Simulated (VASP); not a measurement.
# PbSe (P4/nmm) in VASP: density of states with PBEsol

Aim: the density of states of PbSe with PBEsol.

All numbers are computed with VASP 6.6.1; they aren't measurements. Logs are shortened: lines on timing, memory, paths and dates and some standing lists are left out, and cuts for length are marked.

**1. The crystal as given**

Symmetry: P4/nmm, No. 129, tetragonal system. Conventional cell: a = 5.244 Å, b = 5.244 Å, c = 3.995 Å, α = 90.00°, β = 90.00°, γ = 90.00°. Pb (site symmetry 4mm) is surrounded by 4 Se at 2.97 Å. Around Se (site symmetry -4m2) lie 4 Pb at 2.97 Å.

Measurements of this composition are mostly on another form, of space group No. 225.

**2. Density of states, PBEsol**

File POSCAR:

```
PbSe
1.0
    5.2442851051      0.0000000000      0.0000000000
    0.0000000000      5.2442851051      0.0000000000
    0.0000000000      0.0000000000      3.9948286820
Pb Se
2 2
Direct
    0.5000000000      0.0000000000      0.3465467582
    0.0000000000      0.5000000000      0.6534532418
    0.0000000000      0.0000000000      0.0000000000
    0.5000000000      0.5000000000      0.0000000000
```

File INCAR.step1:

```
PREC = Accurate
ENCUT = 520
EDIFF = 1E-6
ISMEAR = 0
SIGMA = 0.05
LREAL = F
LASPH = T
NELM = 100
ALGO = Fast
ISIF = 2
LWAVE = F
LCHARG = T
GGA = PS
NBANDS = 28
```

File KPOINTS.step1:

```
regular mesh
0
Gamma
  6 6 8
```

File INCAR.step2:

```
PREC = Accurate
ENCUT = 520
EDIFF = 1E-6
ISMEAR = -5
SIGMA = 0.05
LREAL = F
LASPH = T
NELM = 100
ALGO = Fast
ISIF = 2
LWAVE = F
LCHARG = F
GGA = PS
LORBIT = 11
NBANDS = 28
NEDOS = 2001
ICHARG = 11
```

File KPOINTS.step2:

```
regular mesh
0
Gamma
  9 9 12
```

Potentials or basis: VASP PAW PBE potentials, release 64 (Pb_d, Se).

Launch:

```
> cat potpaw_PBE.64/Pb_d/POTCAR potpaw_PBE.64/Se/POTCAR > POTCAR
> cp INCAR.step1 INCAR
> cp KPOINTS.step1 KPOINTS
> mpirun -np 1 vasp_std > vasp.out
> cp INCAR.step2 INCAR
> cp KPOINTS.step2 KPOINTS
> mpirun -np 1 vasp_std > vasp.out
```

OUTCAR:

```text
PREC = Accurate
   ENCUT = 520
   EDIFF = 1E-6
   ISMEAR = -5
   LREAL = F
   LASPH = T
   NELM = 100
   ISIF = 2
   GGA = PS
   LORBIT = 11
   ICHARG = 11

 ion  position               nearest neighbor table
   1  0.500  0.000  0.347-   3 2.97   4 2.97   4 2.97   3 2.97   2 3.91   2 3.91   2 3.91   2 3.91

   2  0.000  0.500  0.653-   3 2.97   4 2.97   3 2.97   4 2.97   1 3.91   1 3.91   1 3.91   1 3.91

   3  0.000  0.000  0.000-   1 2.97   2 2.97   2 2.97   1 2.97
   4  0.500  0.500  0.000-   1 2.97   2 2.97   1 2.97   2 2.97

  LATTYP: Found a simple tetragonal cell.
 ALAT       =     5.2442851051
 C/A-ratio  =     0.7617489518

  Lattice vectors:

 A1 = (   5.2442851051,   0.0000000000,   0.0000000000)
 A2 = (   0.0000000000,   5.2442851051,   0.0000000000)
 A3 = (   0.0000000000,   0.0000000000,   3.9948286820)

Analysis of symmetry for initial positions (statically):
=====================================================================
 Subroutine PRICEL returns:
 Original cell was already a primitive cell.

 Routine SETGRP: Setting up the symmetry group for a
 simple tetragonal supercell.

 Subroutine GETGRP returns: Found 16 space group operations
 (whereof  8 operations were pure point group operations)
 out of a pool of 16 trial point group operations.

The static configuration has the point symmetry D_2d.
 The point group associated with its full space group is D_4h.

Analysis of symmetry for dynamics (positions and initial velocities):
=====================================================================
 Subroutine PRICEL returns:
 Original cell was already a primitive cell.

 Routine SETGRP: Setting up the symmetry group for a
 simple tetragonal supercell.

 Subroutine GETGRP returns: Found 16 space group operations
 (whereof  8 operations were pure point group operations)
 out of a pool of 16 trial point group operations.

The dynamic configuration has the point symmetry D_2d.
 The point group associated with its full space group is D_4h.

 Subroutine INISYM returns: Found 16 space group operations
 (whereof  8 operations are pure point group operations),
 and found     1 'primitive' translations

----------------------------------------------------------------------------------------

                                     Primitive cell

  volume of cell :     109.8679

  direct lattice vectors                    reciprocal lattice vectors
     5.244285105  0.000000000  0.000000000     0.190683760  0.000000000  0.000000000
     0.000000000  5.244285105  0.000000000     0.000000000  0.190683760  0.000000000
     0.000000000  0.000000000  3.994828682     0.000000000  0.000000000  0.250323626

  length of vectors
     5.244285105  5.244285105  3.994828682     0.190683760  0.190683760  0.250323626

  position of ions in fractional coordinates (direct lattice)
     0.500000000  0.000000000  0.346546758
     0.000000000  0.500000000  0.653453242
     0.000000000  0.000000000  0.000000000
     0.500000000  0.500000000  0.000000000

  ion indices of the primitive-cell ions
   primitive index   ion index
                 1           1
                 2           2
                 3           3
                 4           4

----------------------------------------------------------------------------------------

 KPOINTS: regular mesh

Automatic generation of k-mesh.
 Grid dimensions read from file:
 generate k-points for:    9    9   12

 Generating k-lattice:

  Cartesian coordinates                     Fractional coordinates (reciprocal lattice)
     0.021187084  0.000000000  0.000000000     0.111111111  0.000000000  0.000000000
     0.000000000  0.021187084  0.000000000     0.000000000  0.111111111  0.000000000
     0.000000000  0.000000000  0.020860302     0.000000000  0.000000000  0.083333333

  Length of vectors
     0.021187084  0.021187084  0.020860302

  Shift w.r.t. Gamma in fractional coordinates (k-lattice)
     0.000000000  0.000000000  0.000000000

 TETIRR: Found   1446 inequivalent tetrahedra from     5832

 Subroutine IBZKPT returns following result:
 ===========================================

 Found    105 irreducible k-points:

 Following reciprocal coordinates:
            Coordinates               Weight
  0.000000  0.000000  0.000000      1.000000
  0.111111  0.000000  0.000000      4.000000
  0.222222  0.000000  0.000000      4.000000
  0.333333  0.000000  0.000000      4.000000
  0.444444  0.000000  0.000000      4.000000
  0.111111  0.111111  0.000000      4.000000
[... 16 lines left out ...]
  0.333333  0.111111  0.083333     16.000000
  0.444444  0.111111  0.083333     16.000000
 [... further k-points ...]
   k-points           NKPTS =    105   k-points in BZ     NKDIM =    105   number of bands    NBANDS=     28
   number of dos      NEDOS =   2001   number of ions     NIONS =      4
   total plane-waves  NPLWV =  48000
   dimension x,y,z NGX =    40 NGY =   40 NGZ =   30
   dimension x,y,z NGXF=    80 NGYF=   80 NGZF=   60
   ions per type =               2   2
   NGX,Y,Z   is equivalent  to a cutoff of  12.68, 12.68, 12.48 a.u.
   NGXF,Y,Z  is equivalent  to a cutoff of  25.36, 25.36, 24.97 a.u.
 SYSTEM =  unknown system
   PREC   = accura    normal or accurate (medium, high low for compatibility)
   ISTART =      0    job   : 0-new  1-cont  2-samecut
   ICHARG =     11    charge: 1-file 2-atom 10-const
   ISPIN  =      1    spin polarized calculation?
   LNONCOLLINEAR =      F non collinear calculations
   LSORBIT =      F    spin-orbit coupling
   LASPH  =      T    aspherical Exc in radial PAW
   ENCUT  =  520.0 eV  38.22 Ry    6.18 a.u.   9.75  9.75  7.43*2*pi/ulx,y,z
   NELM   =    100;   NELMIN=  2; NELMDL=  0     # of ELM steps
   EDIFF  = 0.1E-05   stopping-criterion for ELM
   LREAL  =      F    real-space projection
   EDIFFG = 0.1E-04   stopping-criterion for IOM
   NSW    =      0    number of steps for IOM
   IBRION =     -1    ionic relax: 0-MD 1-quasi-New 2-CG
   NFREE  =      0    steps in history (QN), initial steepest desc. (CG)
   ISIF   =      2    stress and relaxation
   ISYM   =      2    0-nonsym 1-usesym 2-fastsym
   POTIM  = 0.5000    time-step for ionic-motion
   TEBEG  =    0.0;   TEEND  =   0.0 temperature during run
   PSTRESS=    0.0 pullay stress
   NELECT =      40.0000    total number of electrons
   NUPDOWN=      -1.0000    fix difference up-down
   EMIN   =  10.00;   EMAX   =-10.00  energy-range for DOS
   EFERMI =   0.00;   METHOD = LEGACY
   ISMEAR =    -5;   SIGMA  =   0.05  broadening in eV -4-tet -1-fermi 0-gaus
   EFERMI_NEDOS =   21; number of points for ismear=-14 and -15
   IALGO  =     68    algorithm
   IMIX   =      4    mixing-type and parameters
     AMIX     =   0.40;   BMIX     =  1.00
     AMIX_MAG =   1.60;   BMIX_MAG =  1.00
  volume/ion in A,a.u.               =      27.47       185.36
  Fermi-wavevector in a.u.,A,eV,Ry     =   1.168973  2.209039 18.592341  1.366498
  Thomas-Fermi vector in A             =   2.305453
   LORBIT       =     11    0 simple, 1 ext, 2 COOP (PROOUT), +10 PAW based schemes
   GGA     = PS    functional components
   LHFCALC =     F    Hartree Fock is set to
   AEXX    =    0.0000 exact exchange contribution
   IVDW    =     0    specifies the selected vdW correction
   LEPSILON=     F    determine dielectric tensor
   LRPA    =     F    only Hartree local field effects (RPA)
 non-spin polarized calculation
 RMM-DIIS sequential band-by-band and
 Fermi weights with tetrahedron method with Bloechl corrections
  energy-cutoff  :      520.00
  volume of cell :      109.87
 maximum number of plane-waves:      2982
 NGX is ok and might be reduce to    40

 number of electron      39.9999991 magnetization

 Free energy of the ion-electron system (eV)
  ---------------------------------------------------
  ext. energy  EPLUGINS =         0.00000000
  ---------------------------------------------------
  free energy    TOTEN  =       -17.16496989 eV

  energy without entropy =      -17.16496989  energy(sigma->0) =      -17.16496989

 E-fermi :   5.0264     XC(G=0):  -9.9767

 val. band max:        5.0201131576   @ k =   0.3333   0.0000   0.1667
 cond. band min:       5.0641042138   @ k =   0.1111   0.1111   0.4167
 fundamental gap:      0.0439910562
 Fermi energy:         5.0264340218

 k-point     1 :       0.0000    0.0000    0.0000
  band No.  band energies     occupation
      1     -11.6585      2.00000
      2     -11.6059      2.00000
      3     -11.6044      2.00000
      4     -11.5886      2.00000
      5     -11.5602      2.00000
      6     -11.5602      2.00000
[... 20 lines left out ...]
     27      10.5407      0.00000
     28      11.4069      0.00000

 k-point     2 :       0.1111    0.0000    0.0000
  band No.  band energies     occupation
      1     -11.6527      2.00000
      2     -11.6059      2.00000
      3     -11.6054      2.00000
      4     -11.5865      2.00000
      5     -11.5602      2.00000
      6     -11.5589      2.00000
[... 20 lines left out ...]
     27      10.8576      0.00000
     28      11.7317      0.00000

 k-point     3 :       0.2222    0.0000    0.0000
  band No.  band energies     occupation
      1     -11.6364      2.00000
      2     -11.6077      2.00000
      3     -11.6063      2.00000
      4     -11.5806      2.00000
      5     -11.5602      2.00000
      6     -11.5558      2.00000
[... 616 lines left out ...]
      3     -11.6011      2.00000
      4     -11.5761      2.00000
      5     -11.5636      2.00000
      6     -11.5546      2.00000
[... 20 lines left out ...]
     27      11.8029      0.00000
     28      12.6513      0.00000

 k-point    24 :       0.4444    0.1111    0.0833
  band No.  band energies     occupation
      1     -11.6068      2.00000
      2     -11.6065      2.00000
      3     -11.5850      2.00000
      4     -11.5736      2.00000
      5     -11.5643      2.00000
      6     -11.5591      2.00000
[... 20 lines left out ...]
     27      12.0832      0.00000
     28      12.6384      0.00000

 [... further k-points ...]

------------------------ aborting loop because EDIFF is reached ----------------------------------------

  FORCE on cell =-STRESS in cart. coord.  units (eV):
  Direction    XX          YY          ZZ          XY          YZ          ZX
  --------------------------------------------------------------------------------------
  -------------------------------------------------------------------------------------
  Total        0.0354053      0.0354053      0.0235301      0.0000000      0.0000000      0.0000000
  in kB        0.5163064      0.5163064      0.3431341      0.0000000      0.0000000      0.0000000
  external PRESSURE =       0.4585823 kB  Pullay stress =       0.0000000 kB

 VOLUME and BASIS-vectors are now :
 -----------------------------------------------------------------------------
  energy-cutoff  :      520.00
  volume of cell :      109.87
      direct lattice vectors                 reciprocal lattice vectors
     5.244285105  0.000000000  0.000000000     0.190683760  0.000000000  0.000000000
     0.000000000  5.244285105  0.000000000     0.000000000  0.190683760  0.000000000
     0.000000000  0.000000000  3.994828682     0.000000000  0.000000000  0.250323626

 POSITION                                       TOTAL-FORCE (eV/Angst)
 -----------------------------------------------------------------------------------
      2.62214      0.00000      1.38439         0.000000      0.000000      0.016489
      0.00000      2.62214      2.61043        -0.000000     -0.000000     -0.016489
      0.00000      0.00000      0.00000        -0.000000     -0.000000      0.000000
      2.62214      2.62214      0.00000        -0.000000     -0.000000      0.000000
 -----------------------------------------------------------------------------------
    total drift:                               -0.000000      0.000000      0.000000

  FREE ENERGIE OF THE ION-ELECTRON SYSTEM (eV)
  ---------------------------------------------------
  free  energy   TOTEN  =       -17.1649698927 eV

  energy  without entropy=      -17.1649698927  energy(sigma->0) =      -17.16496989

 total charge

# of ion       s       p       d       tot
------------------------------------------
    1        1.444   0.566   9.834  11.844
    2        1.444   0.566   9.834  11.844
    3        1.476   2.309   0.018   3.803
    4        1.476   2.309   0.018   3.803
--------------------------------------------------
tot          5.840   5.751  19.705  31.295
```

Wall time 2.3 min (1 thread of Intel Xeon 6975P-C (Granite Rapids), shared host); peak memory 0.39 GiB.

Results:

| Item | Value |
| --- | --- |
| Valence electrons inside the program's atomic spheres | Pb 11.84; Se 3.80 |

States per cell in windows of 0.5 eV (zero at the valence-band top; states under -8 eV left out):
| from (eV) | total | Se3_p | Se4_p | Pb1_p | Pb2_p | Pb1_s | Pb2_s |
| --- | --- | --- | --- | --- | --- | --- | --- |
| -8.0 | 1.02 | 0.02 | 0.02 | 0.00 | 0.00 | 0.29 | 0.29 |
| -7.5 | 0.57 | 0.01 | 0.01 | 0.00 | 0.00 | 0.16 | 0.16 |
| -7.0 | 0.32 | 0.00 | 0.00 | 0.00 | 0.00 | 0.10 | 0.10 |
| -6.5 | 0.11 | 0.00 | 0.00 | 0.00 | 0.00 | 0.04 | 0.04 |
| -6.0 | 0.00 | 0.00 | 0.00 | 0.00 | 0.00 | 0.00 | 0.00 |
| -5.5 | 0.00 | 0.00 | 0.00 | 0.00 | 0.00 | 0.00 | 0.00 |
| -5.0 | 0.00 | 0.00 | 0.00 | 0.00 | 0.00 | 0.00 | 0.00 |
| -4.5 | 0.35 | 0.05 | 0.05 | 0.02 | 0.02 | 0.00 | 0.00 |
| -4.0 | 1.33 | 0.19 | 0.19 | 0.08 | 0.08 | 0.01 | 0.01 |
| -3.5 | 1.37 | 0.21 | 0.21 | 0.08 | 0.08 | 0.01 | 0.01 |
| -3.0 | 1.05 | 0.16 | 0.16 | 0.06 | 0.06 | 0.02 | 0.02 |
| -2.5 | 1.35 | 0.23 | 0.23 | 0.07 | 0.07 | 0.03 | 0.03 |
| -2.0 | 1.86 | 0.34 | 0.34 | 0.09 | 0.09 | 0.04 | 0.04 |
| -1.5 | 1.69 | 0.34 | 0.34 | 0.07 | 0.07 | 0.03 | 0.03 |
| -1.0 | 1.74 | 0.38 | 0.38 | 0.05 | 0.05 | 0.05 | 0.05 |
| -0.5 | 1.25 | 0.32 | 0.32 | 0.02 | 0.02 | 0.03 | 0.03 |
| 0.0 | 0.16 | 0.01 | 0.01 | 0.03 | 0.03 | 0.00 | 0.00 |
| 0.5 | 0.29 | 0.02 | 0.02 | 0.04 | 0.04 | 0.00 | 0.00 |
| 1.0 | 0.61 | 0.03 | 0.03 | 0.09 | 0.09 | 0.01 | 0.01 |
| 1.5 | 0.98 | 0.06 | 0.06 | 0.14 | 0.14 | 0.01 | 0.01 |
| 2.0 | 1.29 | 0.09 | 0.09 | 0.18 | 0.18 | 0.01 | 0.01 |
| 2.5 | 1.35 | 0.11 | 0.11 | 0.18 | 0.18 | 0.01 | 0.01 |
| 3.0 | 1.34 | 0.12 | 0.12 | 0.19 | 0.19 | 0.01 | 0.01 |
| 3.5 | 1.31 | 0.11 | 0.11 | 0.20 | 0.20 | 0.01 | 0.01 |
| 4.0 | 1.30 | 0.11 | 0.11 | 0.22 | 0.22 | 0.01 | 0.01 |
| 4.5 | 1.87 | 0.14 | 0.14 | 0.35 | 0.35 | 0.01 | 0.01 |
| 5.0 | 1.44 | 0.11 | 0.11 | 0.28 | 0.28 | 0.00 | 0.00 |
| 5.5 | 0.09 | 0.01 | 0.01 | 0.01 | 0.01 | 0.00 | 0.00 |
| 6.0 | 0.18 | 0.00 | 0.00 | 0.01 | 0.01 | 0.00 | 0.00 |
| 6.5 | 0.69 | 0.01 | 0.01 | 0.01 | 0.01 | 0.00 | 0.00 |
| 7.0 | 0.70 | 0.02 | 0.02 | 0.01 | 0.01 | 0.00 | 0.00 |
| 7.5 | 0.98 | 0.03 | 0.03 | 0.01 | 0.01 | 0.01 | 0.01 |

Caveat: the PAW data sets were made with another functional, which shifts forces and pressure a little.
